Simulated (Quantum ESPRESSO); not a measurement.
CsPbBr3 in Quantum ESPRESSO: the effect of functional

CsPbBr3:

```
Pb Cs Br
1.0
     5.87000    0.00000    0.00000
     0.00000    5.87000    0.00000
     0.00000    0.00000    5.87000
Pb Cs Br
1 1 3
Direct
  0.50000 0.50000 0.50000
  0.00000 0.00000 0.00000
  0.50000 0.50000 0.00000
  0.50000 0.00000 0.50000
  0.00000 0.50000 0.50000
```

Measurements of this composition are mostly on another form, of space group No. 62.

Alike in all runs:

* Program: Quantum ESPRESSO 7.5
* Task: dielectric tensor
* Cutoff: 762 eV
* Density cutoff: 3048 eV
* k mesh: 4 × 4 × 4, shifted
* Occupations: fermi-dirac, width 0.05 eV
* Spin: no spin polarisation

```tsv
functional	potentials or basis	pressure (GPa)	dielectric constant (mean)
LDA	PseudoDojo 0.4.1 SR LDA standard	?	?
PBEsol	PseudoDojo 0.4.1 SR PBEsol standard	-0.1	3.89
WC	PseudoDojo 0.4.1 SR PBE standard	0.1	3.90
BLYP	PseudoDojo 0.4.1 SR PBE standard	2.8	3.80
```

Q: What does the run with functional LDA give?

A: Pressure -1.3 GPa; dielectric constant 3.93 mean.

Caveats: the potentials were made for another functional, which shifts forces and pressure (some runs).

Runs at the PBE level aren't shown here.
